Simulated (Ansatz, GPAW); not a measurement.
Given: the input of a run of GPAW 26.7.0 (ASE script) on MgSe. 

Contents of run.py:

```python
from ase.dft.bandgap import bandgap
from ase.io import read, write
from ase.units import Bohr, GPa
from gpaw import GPAW, PW, setup_paths
from gpaw.elf import elf_from_dft_calculation

setup_paths.insert(0, '.')

atoms = read('MgSe.xyz')

calc = GPAW(mode=PW(800),
            xc='PBEsol',
            kpts={'size': (8, 8, 8), 'gamma': True},
            occupations={'name': 'methfessel-paxton', 'order': 0, 'width': 0.1},
            nbands=16,
            convergence={'density': 1e-05, 'energy': 1e-05},
            maxiter=150,
            txt='gpaw.txt')
atoms.calc = calc
energy = atoms.get_potential_energy()
forces = atoms.get_forces()
stress = atoms.get_stress()
calc.write('gs.gpw')
write('result.traj', atoms)
print(f'Energy: {energy:.6f} eV')
print('Forces (eV/A):')
print(forces.round(4))
print('Stress (GPa):', (stress / GPa).round(3))
print('Fermi level:', round(calc.get_fermi_level(), 4), 'eV')
print(f'Gap: {bandgap(calc)[0]:.4f} eV, direct: {bandgap(calc, direct=True)[0]:.4f} eV')

# fields on the real-space grid
write('density.cube', atoms, data=calc.get_pseudo_density() * Bohr**3)
write('potential.cube', atoms, data=calc.get_electrostatic_potential())
write('elf.cube', atoms, data=elf_from_dft_calculation(calc).data)
```

The input MgSe.xyz:

```xyz
2
Lattice="0.0000000000 2.7255000000 2.7255000000 2.7255000000 0.0000000000 2.7255000000 2.7255000000 2.7255000000 0.0000000000" Properties=species:S:1:pos:R:3 pbc="T T T"
Se     2.7255000000      2.7255000000      2.7255000000
Mg     0.0000000000      0.0000000000      0.0000000000
```

Potentials or basis: PAW data sets generated in the run's folder for this functional, pw.

Run with:

```bash
$ gpaw-setup -f PBEsol Mg Se
$ OMP_NUM_THREADS=1 python run.py
```

Problem. What does the same run look like in Ansatz 0.2.0? Potentials or basis there: Ansatz PAW, cutoff 420 eV.

Solution. As run (cutoffs and basis follow the program's own potentials, and thresholds, step limits or extra output files can differ):

input.yaml

```yaml
crystal:
  lattice:
    - [0.0, 2.7255, 2.7255]
    - [2.7255, 0.0, 2.7255]
    - [2.7255, 2.7255, 0.0]
  atoms:
    - { symbol: Se, position: [0.5, 0.5, 0.5] }
    - { symbol: Mg, position: [0.0, 0.0, 0.0] }
hamiltonian:
  xc: pbesol
  pseudopotentials: { kind: paw }
kpoints:
  mp_grid: { grid: [8, 8, 8] }
scf:
  occupations: { method: gaussian, width: 0.1 }
output:
  forces: true
  stress: true
  eigenvalues: true
```

Potentials or basis: Ansatz PAW.

The run is started by

```bash
$ ansatz run input.yaml --threads 1 --pin off --max-ram 3584MiB --backend cpu --events-out ev --progress --plain --runs-dir out
```

Both were run:

|  | GPAW | Ansatz |
| --- | --- | --- |
| Pressure | 0.0 GPa | 0.0 GPa |

Ansatz's pressure holds a Pulay term of +0.01 GPa for its cutoff of 420 eV, which the other run lacks.

The potentials hold 16 and 26 valence electrons a cell.

Ansatz's potentials were made for PBE.

Where Ansatz's input types no cutoff or centring, it takes its own default and a Γ-centred mesh.

Pressure is positive in compression.
